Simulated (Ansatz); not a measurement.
The system is LuH2.

```
Lu H
1.0
     0.00000    2.51650    2.51650
     2.51650    0.00000    2.51650
     2.51650    2.51650    0.00000
Lu H
1 2
Direct
  0.00000 0.00000 0.00000
  0.75000 0.75000 0.75000
  0.25000 0.25000 0.25000
```

| Item | Value |
| --- | --- |
| Program | Ansatz 0.2.0 |
| Task | relaxation of cell and atoms |
| Functional | BLYP |
| Dispersion | D3(BJ) |
| Potentials or basis | Ansatz PAW |
| Cutoff | 420 eV (not typed: the program's choice for these potentials) |
| k mesh | 9 × 9 × 9 |
| Occupations | fermi-dirac, width 0.05 eV |
| Spin | no spin polarisation |

At the start: volume 10.62 Å³/atom.

Question: Where does the relaxation end?

Answer: It ends after 5 steps and the volume is 10.06 Å³/atom (-5.3 %); space group Fm-3m (No. 225, to 0.05 Å).

Step by step:
```csv
step,energy change (eV),largest force (eV/Å),volume (Å³)
1,0.0000,0.0000,31.87
2,-0.0278,0.0000,30.41
3,-0.0286,0.0000,30.17
4,-0.0286,0.0000,30.19
5,-0.0266,0.0000,30.19
```

Final structure:
```
Lu H
1.0
     0.00000    2.47142    2.47142
     2.47142    0.00000    2.47142
     2.47142    2.47142    0.00000
Lu H
1 2
Direct
  0.00000 0.00000 0.00000
  0.75000 0.75000 0.75000
  0.25000 0.25000 0.25000
```

Caveat: the plane-wave basis is chosen anew once the cell has moved, so the energies of steps on either side of that aren't comparable; the PAW data sets come from PBE, with cores solved anew for the run's functional, which leaves a small shift of forces and pressure.
